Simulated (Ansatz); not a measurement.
## Ideal shear of a crystal plane in BN

Theory: DFT r2SCAN, scalar-relativistic, plane waves, PAW (Ansatz). Settings: plane waves to 500 eV, k-mesh 10×10×2 (Γ-centred), Gaussian smearing 0.05 eV. No spin polarisation. Energies are free energies at this smearing, counted from the undisturbed cell; pressure is positive in compression.

The undisturbed cell (relaxed at this level; this wurtzite form isn't the usual structure):

```
B N
1.0
    -2.54397    0.00000    0.00000
    -1.27198   -2.20314    0.00000
     0.00000    0.00000   12.62323
B N
6 6
Direct
  0.66667 0.66667 0.06242
  0.66667 0.66667 0.39575
  0.66667 0.66667 0.72908
  0.33333 0.33333 0.89575
  0.33333 0.33333 0.22908
  0.33333 0.33333 0.56242
  0.66667 0.66667 0.93755
  0.66667 0.66667 0.27088
  0.66667 0.66667 0.60422
  0.33333 0.33333 0.77088
  0.33333 0.33333 0.10422
  0.33333 0.33333 0.43755
```

The cut lies on the cell's a–b face, a (0 0 1) plane (indices in the standard cell, whose axes needn't be the Cartesian ones shown) of area 5.60 Å², between layers 1.58 Å apart. Vector c is tilted by f times 1·a + 1·b (length 4.406 Å) with the atoms' Cartesian places fixed: one unrelaxed fault a cell. The traction is dγ/du, the slope of γ against the slip u in Å.

```csv
f,γ (mJ/m²),traction (GPa)
0.0000,0,0.0
0.0833,1228,67.4
0.1667,4820,122.7
0.2500,9485,115.3
0.3333,11807,0.0
0.4167,10301,-61.9
0.5000,8307,-38.9
0.5833,7633,0.1
0.6667,7826,0.0
0.7500,6877,-57.0
0.8333,3985,-89.1
0.9167,1123,-58.9
```

Task: Read off the first barrier and the stress needed to climb it, and compare with Frenkel's sinusoid.

Result: The first sampled maximum lies at f = 0.333, a slip of 1.47 Å, with γ ≈ 11807 mJ/m², which stands in for the unstable fault energy γ_us, and the steepest sampled slope before it is 122.7 GPa. A sinusoid γ = γ_us sin²(πu/λ) with its maximum there has λ = 2.94 Å and a largest slope πγ_us/λ = 126.3 GPa (1 mJ/m² per Å = 0.01 GPa). The stand-in is too high: a rotation axis of order three or more passes through this point, so the curvature is the same in every direction of the plane and the point is a peak of the γ-surface, which slip goes round.

Task: Is there a metastable fault on this line?

Result: The samples dip to a local minimum of 7633 mJ/m² at f = 0.583. It lies off the rotation axes, between two maxima that lie on them, so it is most likely the pass between two peaks of the γ-surface: a saddle for slip across the line, a better estimate of γ_us, and no metastable fault.

The cut is rigid; relaxing the faces lowers these energies and usually the stresses.

Cost: 12 runs of about 2.7 core-minutes in all, on Intel Xeon 6975P-C (Granite Rapids) (shared hosts).